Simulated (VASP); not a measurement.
# BAs: GW0, energies updated in G on PBE, by spin-orbit coupling

BAs, F-43m (no. 216), 2 atoms in the cell.

| Spin-orbit coupling | Quasiparticle gap on the mesh (eV) | Gap of the starting point on the mesh (eV) | Quasiparticle gap at the zone centre (eV) | Starting gap at the zone centre (eV) | Correction of the gap between the band edges on the mesh (eV) | Time (s) |
|---|---|---|---|---|---|---|
| no | 1.85 | 1.24 | 4.13 | 3.23 | 0.61 | 30 |
| yes | 1.78 | 1.17 | 3.93 | 3.03 | 0.60 | 124 |

Limits: the mesh is coarse: neither the gap nor the screening is converged.

## Input of the first row

INCAR.step1:
```
SYSTEM = BAs
PREC = Accurate
ENCUT = 400
ISMEAR = 0
SIGMA = 0.05
LASPH = .TRUE.
LREAL = .FALSE.
GGA = PE
ALGO = Normal
EDIFF = 1E-8
NELM = 150
LWAVE = .TRUE.
LCHARG = .FALSE.
KPAR = 4
```

INCAR.step2, as INCAR.step1 but for:
```
- ALGO = Normal
- NELM = 150
+ ALGO = Exact
+ NELM = 1
+ ISTART = 1
+ NBANDS = 76
+ LOPTICS = .TRUE.
```

INCAR.step3:
```
SYSTEM = BAs
PREC = Accurate
ENCUT = 400
ISMEAR = 0
SIGMA = 0.05
LASPH = .TRUE.
LREAL = .FALSE.
GGA = PE
ALGO = EVGW0
NBANDS = 76
NBANDSGW = 8
ENCUTGW = 130
NOMEGA = 48
PRECFOCK = Fast
ISTART = 1
LWAVE = .FALSE.
LCHARG = .FALSE.
NELMGW = 3
KPAR = 4
```

KPOINTS:
```
k-points
0
Gamma
  3 3 3
```

POSCAR:
```
BAs
1.0
    0.0000000000      2.3885000000      2.3885000000
    2.3885000000      0.0000000000      2.3885000000
    2.3885000000      2.3885000000      0.0000000000
As B
1 1
Direct
    0.7500000000      0.7500000000      0.7500000000
    0.0000000000      0.0000000000      0.0000000000
```

Commands (each step's output is kept before the next begins):
```
cat potpaw_PBE.64/As_GW/POTCAR potpaw_PBE.64/B_GW/POTCAR > POTCAR
cp INCAR.step1 INCAR
mpirun -np 4 vasp_std > vasp.out
cp INCAR.step2 INCAR
mpirun -np 4 vasp_std > vasp.out
cp INCAR.step3 INCAR
mpirun -np 4 vasp_std > vasp.out
```

Changes of the last row against the first:
```
(step 1)
+ LSORBIT = True
+ GGA_COMPAT = False
+ MAGMOM = 0 0 0 0 0 0
(step 2)
- NBANDS = 76
+ LSORBIT = True
+ GGA_COMPAT = False
+ MAGMOM = 0 0 0 0 0 0
+ NBANDS = 152
(step 3)
- NBANDS = 76
- NBANDSGW = 8
+ LSORBIT = True
+ GGA_COMPAT = False
+ MAGMOM = 0 0 0 0 0 0
+ NBANDS = 152
+ NBANDSGW = 16
- vasp_std
+ vasp_ncl
```

VASP 6.6.1 took 30 s on 4 cores (AMD EPYC 7571), a shared host.
